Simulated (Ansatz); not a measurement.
# CrI3 monolayer in a perpendicular field

Aim: how the CrI3 monolayer screens a field along its normal, and what the field does to its bands. A positive field points along +c.

Main program and level: Ansatz 0.2.0; plane-wave DFT, PBE-D3(BJ), Ansatz PAW.

Report form: the programs' logs are mostly left out.

## (1) The starting structure

The cell holds 8 atoms: 6 I and 2 Cr. Its edges and angles: a = 6.907 Å, b = 6.907 Å, c = 37.249 Å, α = 90.0°, β = 90.0°, γ = 120.0°. Vacuum lies along c.

## (2) Relaxation

The starting cell is a guess, so the in-plane lattice and the atoms are relaxed first, with the slab cut off from its images along the normal.

File input.yaml:

```yaml
crystal:
  lattice:
    - [6.90675, 0.0, 0.0]
    - [-3.453375, 5.9814209576, 0.0]
    - [0.0, 0.0, 37.2494780018]
  atoms:
    - { symbol: I, position: [0.64, 0.0, 0.4577245351] }
    - { symbol: I, position: [0.0, 0.64, 0.4577245351] }
    - { symbol: I, position: [0.36, 0.36, 0.4577245351] }
    - { symbol: Cr, position: [0.3333333333, 0.6666666667, 0.5], spin: 3.0 }
    - { symbol: Cr, position: [0.6666666667, 0.3333333333, 0.5], spin: 3.0 }
    - { symbol: I, position: [0.36, 0.0, 0.5422754649] }
    - { symbol: I, position: [0.0, 0.36, 0.5422754649] }
    - { symbol: I, position: [0.64, 0.64, 0.5422754649] }
  periodic: [true, true, false]
magnetization:
  spin_polarized: true
kpoints:
  mp_grid: { grid: [6, 6, 1] }
hamiltonian:
  xc: pbe
  dispersion: d3bj
scf:
  occupations: { method: fermi_dirac, width: 0.05 }
  convergence: { dr2_threshold: 1.0e-09 }
relax:
  f_tol: 0.004
  max_steps: 90
  cell: {}
output:
  write_potential: true
  write_density: true
  volumetric_format: npy
```

Command:

```
$ ansatz run input.yaml --threads 4 --pin off --max-ram 12288MiB --backend cpu --events-out ev --progress --plain --runs-dir out
```

Wall time 3.3 min (4 threads of Arm Neoverse V2, shared host); peak memory 3.7 GiB; 13 min of CPU time.

The steps of the relaxation:

```csv
step,energy less that of the first step (eV),largest force component (eV/Å),volume (Å³)
1,0.0000,0.1051,1538.86
2,0.0416,0.2205,1522.36
3,-0.0238,0.0078,1521.74
4,-0.0259,0.0083,1511.16
5,-0.0263,0.0009,1508.00
6*,-0.0255,0.0009,1508.00
```

Relaxation steps marked * repeat the geometry before them on a plane-wave basis chosen anew for their cell, so energy and pressure can jump there. Relaxation step 2 was tried and not accepted.

The run keeps the 12 symmetry operations that it works with, so distortions that break them were not tested.

```csv
cell as run,before,after,change
a (Å),6.907,6.837,-1.0 %
b (Å),6.907,6.837,-1.0 %
```

The atoms that moved most (Å, along periodic axes as changes of fractional coordinates times the final cell, across vacuum about the mean position):

```csv
atom,dx,dy,dz,length
I3,-0.029,-0.051,0.011,0.060
I7,0.029,-0.051,-0.011,0.060
I6,-0.059,0.000,-0.011,0.060
I8,0.029,0.051,-0.011,0.060
I2,-0.029,0.051,0.011,0.060
I1,0.059,0.000,0.011,0.060
```

Numbers from this step:

```yaml
total_moment: 6.000 μB
site_moments: -0.04979, -0.04979, -0.04979, 2.927, 2.927, -0.04979, -0.04979, -0.04979 μB
```

Site moment by atom:

```csv
atom,site moment (μB)
I1,-0.05
I2,-0.05
I3,-0.05
Cr4,2.93
Cr5,2.93
I6,-0.05
I7,-0.05
I8,-0.05
```

The lattice constant a goes from 6.907 to 6.837 Å.

## (3) Single point, field 0

A sawtooth potential applies the field, turning back in the middle of the vacuum. With the dipole correction the typed value is the field outside the slab. The induced dipole is small, so the SCF threshold is tight.

The cell differs from the one that the last finished run ended in (c 37.249 → 21.127 Å).

File input.yaml:

```yaml
crystal:
  lattice:
    - [6.8371424651, 0.0, 0.0]
    - [-3.4185712326, 5.9211390641, 0.0]
    - [0.0, 0.0, 21.1270551731]
  atoms:
    - { symbol: I, position: [0.6486196852, 0.0, 0.4259940596], spin: -0.05 }
    - { symbol: I, position: [0.0, 0.6486196852, 0.4259940596], spin: -0.05 }
    - { symbol: I, position: [0.3513803148, 0.3513803148, 0.4259940596], spin: -0.05 }
    - { symbol: Cr, position: [0.3333333333, 0.6666666667, 0.5], spin: 2.93 }
    - { symbol: Cr, position: [0.6666666667, 0.3333333333, 0.5], spin: 2.93 }
    - { symbol: I, position: [0.3513803148, 0.0, 0.5740059404], spin: -0.05 }
    - { symbol: I, position: [0.0, 0.3513803148, 0.5740059404], spin: -0.05 }
    - { symbol: I, position: [0.6486196852, 0.6486196852, 0.5740059404], spin: -0.05 }
magnetization:
  spin_polarized: true
kpoints:
  mp_grid: { grid: [12, 12, 1] }
  band_path:
    path: [[0, 0, 0], [0.5, 0, 0], [0.33333333, 0.33333333, 0], [0, 0, 0]]
    npoints: 16
hamiltonian:
  xc: pbe
  dispersion: d3bj
scf:
  occupations: { method: fermi_dirac, width: 0.02585 }
  convergence: { dr2_threshold: 1.0e-10 }
efield:
  axis: 3
  dipole_correction: true
  ramp_position: 0.97
  ramp_width: 0.06
  amplitude: 0
output:
  dos: { projected: true, e_range: [-6, 5] }
  write_potential: true
  write_density: true
  volumetric_format: npy
  elf: true
```

Elapsed: 3.6 min, on 4 threads; peak memory 3.9 GiB; 14 min of CPU time.

Numbers from this step:

| Property | Result |
| --- | --- |
| gap on the k-mesh | 1.281 eV |
| dipole along the normal | 3.24e-8 e·Å |
| gap along the path | 1.280 eV |
| ionisation energy, upper face | 5.671 eV |
| electron affinity, upper face | 4.390 eV |
| gap, the smaller of path and mesh | 1.280 eV |

Running mean over a fixed 2.8 Å (it still follows the layers) of the planar mean; the ramp of the sawtooth is left out. The electron's electrostatic potential energy less the Fermi level by z:

```csv
z (Å),electron's electrostatic potential energy less the Fermi level (eV)
3.0,5.03
3.5,5.03
4.0,5.03
4.5,5.03
5.0,5.03
5.5,5.02
6.0,4.97
6.5,4.76
7.0,3.95
7.5,2.70
8.0,1.42
8.5,0.0121
9.0,-1.24
9.5,-2.20
10.0,-2.47
10.5,-2.63
11.0,-2.51
11.5,-2.32
12.0,-1.54
12.5,-0.318
13.0,1.06
13.5,2.39
14.0,3.63
14.5,4.63
15.0,4.94
15.5,5.01
16.0,5.03
16.5,5.03
17.0,5.03
17.5,5.03
18.0,5.03
```

The density of states has structure finer than the step of the table below, so its rows give means over 0.2 eV, whole bins alone (the curve runs from -6 to 2.63 eV). Peaks (eV: height): total -3.63: 33.4, -3.30: 26.3, -2.44: 26.9, -1.75: 27.5, -1.37: 24.7, 0.73: 24.7, 1.64: 27.7; up -4.21: 16.8, -4.10: 17.2, -3.63: 29.8, -2.44: 15.8, -1.40: 15.0, 0.73: 24.7, 0.81: 15.0; down -3.30: 17.9, 1.47: 23.5, 1.64: 27.7, 1.72: 16.5, 1.97: 17.3, 2.02: 21.4, 2.16: 19.9.

The density of states by energy, zero at the Fermi level of the run, which the smearing sets inside the gap; means over each step; values in states/eV a cell:

```csv
energy (eV),total,up,down
-5.4,0,0,0
-5.2,2.72,2.72,0
-5.0,2.04,2.03,0.00475
-4.8,3.79,0.392,3.40
-4.6,5.06,4.47,0.589
-4.4,3.97,0.179,3.80
-4.2,14.0,9.93,4.04
-4.0,11.1,4.95,6.13
-3.8,10.1,4.72,5.35
-3.6,12.7,8.75,3.93
-3.4,8.18,4.00,4.18
-3.2,9.55,5.34,4.21
-3.0,7.18,4.94,2.24
-2.8,11.6,5.15,6.44
-2.6,9.33,3.93,5.40
-2.4,13.7,6.83,6.91
-2.2,8.45,3.16,5.29
-2.0,13.2,8.99,4.23
-1.8,10.4,4.77,5.62
-1.6,11.0,5.07,5.89
-1.4,13.3,7.84,5.48
-1.2,10.3,7.72,2.57
-1.0,10.3,7.65,2.70
-0.8,4.59,4.10,0.492
-0.6,2.72,2.72,0
-0.4,0,0,0
-0.2,0,0,0
0.0,0,0,0
0.2,0,0,0
0.4,0,0,0
0.6,3.35,3.35,0
0.8,11.0,11.0,0
1.0,4.71,4.71,0
1.2,7.62,0.00373,7.62
1.4,7.68,0,7.68
1.6,11.6,0,11.6
1.8,2.70,0,2.70
2.0,8.85,0,8.85
2.2,8.57,0,8.57
2.4,0.0283,0,0.0283
```

Projected DOS per atom over height of the atomic layer and energy from the Fermi level. Layers: I3 Cr2 I3 from below.

Ten even steps from '_' (0.00 states/eV) to '@' (3.77 states/eV), each cell a mean:
```
______
..%%..
__@@__
__##__
..++..
______
______
______
......
--++--
======
--==--
--::--
------
::--::
::--::
--::--
--..--
..__..
......
______
______
```
Columns: height of the atomic layer (Å) from 9 to 12.1; rows upwards: energy from the Fermi level (eV) from -5.96 to 2.59.

Projected DOS per atom, spin up over height of the atomic layer and energy from the Fermi level. Layers: I3 Cr2 I3 from below.

Ten even steps from '0' (0.00 states/eV) to '9' (2.13 states/eV), each cell a mean:
```
000
000
000
000
393
010
000
000
222
393
262
363
232
232
232
242
222
323
111
111
000
000
```
Columns: height of the atomic layer (Å) from 9 to 12.1; rows upwards: energy from the Fermi level (eV) from -5.96 to 2.59.

Projected DOS per atom, spin down over height of the atomic layer and energy from the Fermi level. Layers: I3 Cr2 I3 from below.

Values in states/eV, 22 rows by 3 columns, each cell a mean:
```
0.04 0.22 0.04
0.45 3.28 0.45
0.15 3.77 0.15
0.10 2.94 0.10
0.00 0.00 0.00
0.00 0.00 0.00
0.00 0.00 0.00
0.00 0.00 0.00
0.04 0.00 0.04
0.44 0.07 0.44
0.95 0.15 0.95
0.75 0.17 0.75
0.86 0.30 0.86
0.83 0.62 0.83
0.43 0.29 0.43
0.59 0.23 0.59
0.81 0.21 0.81
0.64 0.18 0.64
0.19 0.11 0.19
0.21 0.15 0.21
0.00 0.00 0.00
0.00 0.00 0.00
```
Columns: height of the atomic layer (Å) from 9 to 12.1; rows upwards: energy from the Fermi level (eV) from -5.96 to 2.59.

Deep bands are left out, so band numbers here count from the lowest band kept and differ from the log's. Electronic bands along the path, in eV, zero at the Fermi level of the run, which the smearing sets inside the gap; # counts the bands kept:

```csv
point,up #23,up #24,up #25,up #26,down #17,down #18,down #19,down #20
Γ,-0.65,-0.65,0.65,0.65,-0.79,-0.79,1.31,1.31
halfway,-0.87,-0.65,0.66,0.72,-1.36,-1.01,1.25,1.35
M,-0.95,-0.73,0.73,0.74,-1.39,-1.03,1.14,1.19
halfway,-0.90,-0.74,0.71,0.77,-1.34,-1.13,1.18,1.19
K,-0.79,-0.79,0.69,0.82,-1.29,-1.29,1.22,1.22
halfway,-0.90,-0.65,0.64,0.75,-1.37,-1.11,1.28,1.29
Γ,-0.65,-0.65,0.65,0.65,-0.79,-0.79,1.31,1.31
```

Spin density in the ca plane at fractional y = 0.333, with atoms of I and Cr within 0.2 Å of it.

Ten even steps from '0' (0.0 e/Å³) to '9' (3.6 e/Å³), each cell a mean:
```
00000000000000000000000000000000000000000000
00000000000000000000000000000000000000000000
00000000000000000000000000000000000000000000
00000000000000000000000010000000000000000000
00000000000000000000000242000000000000000000
00000000000000000000001496200000000000000000
00000000000000000000000275100000000000000000
00000000000000000000000011000000000000000000
00000000000000000000000000000000000000000000
00000000000000000000000000000000000000000000
00000000000000000000000000000000000000000000
00000000000000000000000000000000000000000000
00000000000000000000000000000000000000000000
00000000000000000000000000000000000000000000
00000000000000000000000000000000000000000000
00000000000000000000000000000000000000000000
00000000000000000000000000000000000000000000
00000000000000000000000000000000000000000000
```
Columns run along c (16.0 Å, from fractional 0.08 to 0.84 of the cell), rows up along a (6.8 Å). Atoms in or near the plane, at fractional coordinates: I at (0.43, 0.35), Cr at (0.50, 0.67), I at (0.57, 0.00).

Valence density in the ca plane at fractional y = 0.333, with atoms of I and Cr within 0.2 Å of it. It is the smooth field of the valence electrons, not physical close to the nuclei.

Ten steps, logarithmic in the rise over the least value, from '0' (0 e/Å³) to '9' (18 e/Å³), each cell a mean:
```
00000000000000000000000012379963100000000000
00000000000000000000000011346642100000000000
00000000000000000000001111233321000000000000
00000000000000000000011243222110000000000000
00000000000000000000013687421000000000000000
00000000000000000000014899621000000000000000
00000000000000000000013798521000000000000000
00000000000000000001112465311000000000000000
00000000000000000112222222111000000000000000
00000000000000000134543211000000000000000000
00000000000000001247874210000000000000000000
00000000000000001258985210000000000000000000
00000000000000001247874210000000000000000000
00000000000000000134543210000000000000000000
00000000000000000112221100111110000000000000
00000000000000000001110001233331000000000000
00000000000000000000000001357753100000000000
00000000000000000000000002379973100000000000
```
Columns run along c (16.0 Å, from fractional 0.08 to 0.84 of the cell), rows up along a (6.8 Å). Atoms in or near the plane, at fractional coordinates: I at (0.43, 0.35), Cr at (0.50, 0.67), I at (0.57, 0.00).

Electrostatic potential energy in the ca plane at fractional y = 0.333, with atoms of I and Cr within 0.2 Å of it. With pseudopotentials it is smooth inside the atoms' cores, unlike the true potential.

Values in eV, 10 rows by 16 columns, each cell a mean:
```
  4   4   4   4   4   4   3   3   2 -10  -7 -10   3   4   4   4
  4   4   4   4   4   4   3   2  -3  -6 -11  -1   4   4   4   4
  4   4   4   4   4   4   3   0 -18 -18   0   3   4   4   4   4
  4   4   4   4   4   4   3   0 -20 -19   0   3   4   4   4   4
  4   4   4   4   4   4   1  -4 -10  -9   1   3   4   4   4   4
  4   4   4   4   4   3  -8 -15  -7   1   2   3   4   4   4   4
  4   4   4   4   4   3 -11   0 -10   3   3   3   4   4   4   4
  4   4   4   4   4   3  -7 -16  -5   3   2   3   4   4   4   4
  4   4   4   4   4   4   2  -1   2  -2 -13  -3   3   4   4   4
  4   4   4   4   4   4   3   3   3 -10  -5 -11   3   4   4   4
```
Columns run along c (16.0 Å, from fractional 0.08 to 0.84 of the cell; values clipped at the 3rd and 97th percentile), rows up along a (6.8 Å). Atoms in or near the plane, at fractional coordinates: I at (0.43, 0.35), Cr at (0.50, 0.67), I at (0.57, 0.00).

The gap is 1.28 eV, with the valence edge 5.67 eV and the conduction edge 4.39 eV under the upper vacuum level. Spin-orbit coupling, left out in this run, matters for the bands of elements this heavy.

## (4) Single point, field 0.1 V/Å

input.yaml, as its differences from that of step 3:

```diff
@@ -32,5 +32,4 @@
   ramp_width: 0.06
-  amplitude: 0
+  amplitude: 0.1
 output:
-  dos: { projected: true, e_range: [-6, 5] }
   write_potential: true
@@ -38,2 +37 @@
   volumetric_format: npy
-  elf: true
```

It took 3.6 min on 4 threads; peak memory 3.9 GiB.

The dipole is 0.120 e·Å, and the gap 1.280 eV.

## (5) Atoms held, field -0.1 V/Å

input.yaml, as its differences from that of step 4:

```diff
@@ -32,3 +32,3 @@
   ramp_width: 0.06
-  amplitude: 0.1
+  amplitude: -0.1
 output:
```

The job ended after 3.6 min (4 threads; peak memory 3.9 GiB; 14 min of CPU time).

The dipole is -0.120 e·Å, and the gap 1.280 eV.

## (6) Response, atoms held

This step: plane-wave DFT, PBE-D3(BJ), Ansatz PAW; response to a field along the normal, atoms held (Ansatz 0.2.0).

The dipoles give the slope, and the difference of two potentials shows where the field is screened.

This step gave:

| Item | Value |
| --- | --- |
| equivalent conductor thickness p/(ε₀AE) | 5.361 Å |
| distance between the outer atoms | 3.127 Å |

The dipole of the cell by applied field:

```csv
applied field (V/Å),dipole of the cell (e·Å)
-0.1000,-0.120
0.0000,0
0.1000,0.120
```

The total moment stays at 6 μB for applied field from -0.1 to 0.1 V/Å.

Local field over the applied field, running mean. From the potentials at -0.1 and 0.1 V/Å; running mean over 2.5 Å. Local field over applied field against z:

```csv
z (Å),local field over applied field
4.5,0.998
5.0,0.994
5.5,0.984
6.0,0.956
6.5,0.889
7.0,0.768
7.5,0.607
8.0,0.430
8.5,0.264
9.0,0.147
9.5,0.0978
10.0,0.0831
10.5,0.0773
11.0,0.0805
11.5,0.0929
12.0,0.129
12.5,0.228
13.0,0.386
13.5,0.563
14.0,0.730
14.5,0.864
15.0,0.943
15.5,0.979
16.0,0.993
16.5,0.998
17.0,0.999
```

Electrons, planar mean, per unit field. The induced electron density by z:

z (Å), induced electron density (e/Å³ per V/Å) and a bar from the least value:
```
     4.11    0.00000 ###############
     4.40    0.00001 ###############
     4.84    0.00002 ###############
     5.14    0.00003 ###############
     5.58    0.00009 ###############
     5.87    0.00016 ################
     6.16    0.00029 ################
     6.60    0.00069 ##################
     6.90    0.00118 ####################
     7.19    0.00190 #######################
     7.63    0.00315 #############################
     7.92    0.00340 ##############################
     8.36    0.00181 #######################
     8.66    0.00131 #####################
     8.95    0.00111 ####################
     9.39    0.00009 ###############
     9.68   -0.00038 #############
     9.98   -0.00118 ##########
    10.42   -0.00032 ##############
    10.71    0.00032 ################
    11.15    0.00118 ####################
    11.44    0.00038 #################
    11.74   -0.00009 ###############
    12.18   -0.00111 ##########
    12.47   -0.00131 #########
    12.76   -0.00181 #######
    13.20   -0.00340 
    13.50   -0.00315 #
    13.94   -0.00190 #######
    14.23   -0.00118 ##########
    14.52   -0.00069 ############
    14.96   -0.00029 ##############
    15.26   -0.00016 ##############
    15.55   -0.00009 ###############
    15.99   -0.00003 ###############
    16.29   -0.00002 ###############
    16.73   -0.00001 ###############
    17.02    0.00000 ###############
```

By hand: between -0.1 and 0.1 V/Å the dipole changes by 0.2399 e·Å, a slope of 1.199 e·Å²/V. A perfect conductor of thickness t has p = ε₀AEt, so t = 180.95 × 1.199 / 40.484 = 5.36 Å (e/ε₀ = 180.95 V·Å, A in Å²).

The induced dipole is that of a conductor 5.36 Å thick.

## (7) Summary of results

```json
{"gap without field": "1.28 eV", "ionisation energy, upper face": "5.67 eV", "electron affinity, upper face": "4.39 eV", "equivalent conductor thickness, atoms held": "5.36 Å"}
```

In words: The induced dipole equals that of a perfect conductor 5.36 Å thick, while the outer atoms lie 3.13 Å apart; an out-of-plane ε follows only once a thickness t is chosen, by 1 − 1/ε = 5.36 Å / t. The gap stays within 0.01 eV of 1.28 eV over the fields run, up to 0.1 V/Å in size. Semilocal functionals give gaps that are too small, and excitons are not included. The magnetic order is the one reached from the typed start; other orders were not compared. Spin-orbit coupling is left out, which matters for the bands of elements this heavy.

[Logs are printed without paths, hosts, clocks, repeated set-up lines and the standing remarks that a program may print on its own settings, such as how far it seeks lower states.]

[Hosts, paths, dates, database ids (printed as entryN), source tags and the programs' standing remarks are cut or masked in the printed files.]

[Maps of the electrostatic potential energy from Ansatz leave out the sawtooth potential of an applied field or a dipole correction, so their vacuum need not be flat; planar profiles and work functions include it.]
